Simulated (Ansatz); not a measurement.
Ansatz input

```yaml
crystal:
  lattice:
    - [2.5673336178, 0.0, 0.0]
    - [-1.2836668089, 2.223376133, 0.0]
    - [0.0, 0.0, 9.6451548977]
  atoms:
    - { symbol: P, position: [1.0, 1.0, 0.0] }
    - { symbol: P, position: [1.0, 1.0, 0.5] }
    - { symbol: P, position: [0.3333333333, 0.6666666667, 0.25] }
    - { symbol: P, position: [0.6666666667, 0.3333333333, 0.75] }
hamiltonian:
  xc: rpbe
  pseudopotentials:
    kind: paw
    azcp:
      P: "pseudopotentials/P.paw.azcp"
basis:
  ecutwfc: 420
  fft_grid_basis: typed
kpoints:
  mp_grid: { grid: [15, 15, 4], shift: [0, 0, 0] }
magnetization:
  spin_polarized: false
scf:
  occupations: { method: fermi_dirac, width: 0.1 }
  lower_state_search: "off"
output:
  stress: true
```

Output

```
Engine: ansatz 0.2.0, x86_64-unknown-linux-gnu
Pseudopotentials: kind: paw
Pseudopotential: P, paw, valence charge 5, recommended cutoff 420 eV (normal) 
Functional definition: RPBE
  parameter kappa = 0.804
  parameter beta = 0.06672455060314922
  exchange = rpbe_x(kappa = kappa, mu = beta*pi^2/3)
  correlation = pbe_c(beta = beta)
Crystal: 4 atoms, lattice volume = 55.056 Å³
Basis set: ecut = 420 eV, 1095 PW (Γ)
Bands: 14, of which v1, the nominal top of the filled ones, is band 10 counted from 1 (9 counted from 0)
Symmetry: 24 space group operations
Space group: P63/mmc (ITA 194), of the structure as read, at distance tolerance 3.8e-5 Å
k-points: 81 of 900
Non-local potential: P, projectors of the file, l = 0: 2, l = 1: 2, l = 2: 2
PAW form: soft (Blöchl's): semilocal exchange-correlation on the pseudo side does not see the compensation charge
PAW frozen core: P, regenerated for the run's functional, and the local potential with it (the file was generated under x = pbe(κ = 0.804, μ = 0.2195149727645171), c = pbe(β = 0.06672455060314922))
PAW one-centre angular grid: P, 110 points (default); XC on 64 Gauss nodes
Initial density: superposition of atomic densities (neutral atoms: chi_scale 0, normalization atom), corrected by the library's trained network
Initial wavefunctions: pseudopotential atomic-orbital guess
Functional: x = rpbe, c = pbe(β = 0.06672455060314922)
SCF iter   1: F=—  HF=-3032.116458 eV  |F-HF|=—  |Δ(HF+E_count)|=         —  Δρ=4.04e-3  dr2=7.03e-3  ethr=1.77e-3  ⟨swp⟩=6.4  Hψ=15863  notcnv=0  defer=2
automatic band count: the SCF goes on with 18 bands, as 14 were too few: the levels above may hold too much charge
SCF iter   2: F=—  HF=-3032.115293 eV  |F-HF|=—  |Δ(HF+E_count)|=   1.17e-3  Δρ=2.37e-3  dr2=2.57e-3  ethr=3.52e-5  ⟨swp⟩=1.4  Hψ=2260  notcnv=0  defer=1
SCF iter   3: F=—  HF=-3032.114746 eV  |F-HF|=—  |Δ(HF+E_count)|=   5.48e-4  Δρ=1.83e-4  dr2=1.84e-5  ethr=1.28e-5  ⟨swp⟩=2.3  Hψ=2204  notcnv=0  defer=1
SCF iter   4: F=—  HF=-3032.114737 eV  |F-HF|=—  |Δ(HF+E_count)|=   8.30e-6  Δρ=3.20e-5  dr2=3.32e-7  ethr=9.21e-8  ⟨swp⟩=2.3  Hψ=2205  notcnv=0  defer=1
iter 5 did not close the SCF: its close was put off for the readings that it lacked (scf_convergence_deferred on its scf_iter line)
SCF iter   5: F=-3032.114737 eV  HF=-3032.114737 eV  |F-HF|=1.57e-8  |Δ(HF+E_count)|=   2.12e-7  Δρ=7.17e-6  dr2=2.90e-8  ethr=1.66e-9  ⟨swp⟩=2.1  Hψ=2197  notcnv=0  defer=1
SCF iter   6: F=-3032.114737 eV  HF=-3032.114737 eV  |F-HF|=8.50e-11  |Δ(HF+E_count)|=   8.12e-9  Δρ=6.86e-7  dr2=2.14e-10  ethr=1.45e-10  ⟨swp⟩=1.6  Hψ=4130  notcnv=0
SCF 1 converged in 6 iterations: F = -3032.114737 eV  dr2 = 2.14e-10
SCF converged after 6 iterations
Free energy (F): -3032.114737 eV
Harris-Foulkes:  -3032.114737 eV  (|F-HF|=8.50e-11)
Internal energy: -3032.046837 eV  (E = F + TS)
E sigma→0 (E₀):  -3032.080787 eV
Entropy (-TS):   -0.067900 eV (-16.975 meV/atom)
Fermi energy:    12.085116 eV
--- Per-component energies (eV) ---
  E_band       = 107.867404
  E_kinetic    = 282.897565
  E_local      = -56.619330  (includes V_loc(G=0)·N_el)
  E_nonlocal   = 131.426786
  E_hartree    = 11.666633
  E_xc         = -247.186988
  E_vxc        = -245.062201  (∫ρ·V_xc dr)
  E_paw        = -2289.161533  (= ΣΔE_a)
  E_vpaw       = -28.108665  (= ΣTr[D̂ρ^β])
  E_aug_tail   = 0.000014  (compensation charges beyond the density's cutoff)
  E_ewald      = -864.947784
  E_core_change = -0.122200  (= ΣΔE_core)
  E_smearing   = -0.067900  (= −TS)
  E_closure    = 0.000000  (closes the sum)
  Σ components = -3032.114737   (vs F -3032.114737, Δ=0.00e0)
--- Stress (GPa, compression-positive) ---
        9.091342      -0.000000       0.000000
        0.000000       9.091342       0.000000
        0.000000       0.000000       6.410634
  P = ⅓ Tr σ = 8.1978 GPa (81.978 kbar)
```
